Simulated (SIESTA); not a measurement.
## Au under changes of volume

One of the cells (17.651 Å³/atom); the others are scaled copies at fixed shape and fractional positions:

```
CELL_PARAMETERS angstrom
1.41131 -2.55593 0.00000
1.41131 2.55593 0.00000
0.00000 0.00000 4.89317
ATOMIC_POSITIONS crystal
Au 0.33467 0.66533 0.25000
Au 0.66533 0.33467 0.75000
```

This isn't the form of Au at room conditions, which is fcc.

| Quantity | Value |
| --- | --- |
| Program | SIESTA 5.4.2 |
| Functional | PBEsol |
| Potentials or basis | PseudoDojo 0.4 standard (PBEsol files) |
| Basis | DZP (energy shift 0.003 Ry; two zetas on semicore shells) |
| Grid cutoff | 800 Ry |
| Energy shift | 0.003 Ry |
| k mesh | 11 × 11 × 6 |
| Occupations | fermi-dirac, width 0.05 eV |
| Spin | no spin polarisation |

| volume (Å³/atom) | energy over the lowest point (meV/atom) | pressure (GPa) | largest force (eV/Å) |
| --- | --- | --- | --- |
| 16.592 | 12.99 | 7.0 | 0.067 |
| 16.945 | 2.29 | 2.9 | 0.056 |
| 17.298 | 0.00 | -0.7 | 0.056 |
| 17.651 | 5.22 | -3.9 | 0.041 |
| 18.004 | 16.85 | -6.6 | 0.029 |
| 18.357 | ? | ? | ? |
| 18.710 | 56.48 | -11.2 | 0.022 |

What does the run at 18.357 Å³/atom give?

Energy over the lowest point 34.12 meV/atom; pressure -9.1 GPa; largest force 0.031 eV/Å.

Worked out: A Birch-Murnaghan fit of order 3 (a polynomial in V^(-2/3)) to the other rows has its minimum at 17.22 Å³/atom with B0 = V·E''(V) = 169 GPa and B' = 5.5 at fixed shape and positions, which overstates the stiffness. It gives 34.19 meV/atom at 18.357 Å³/atom, against the run's 34.12, and -dE/dV = -9.0 GPa, against -9.1.

Energies are extrapolated to zero smearing.

Caveats: short orbitals over semicore shells can move pressures by several GPa; the basis of atomic orbitals isn't converged, which shifts pressures, moduli and gaps.
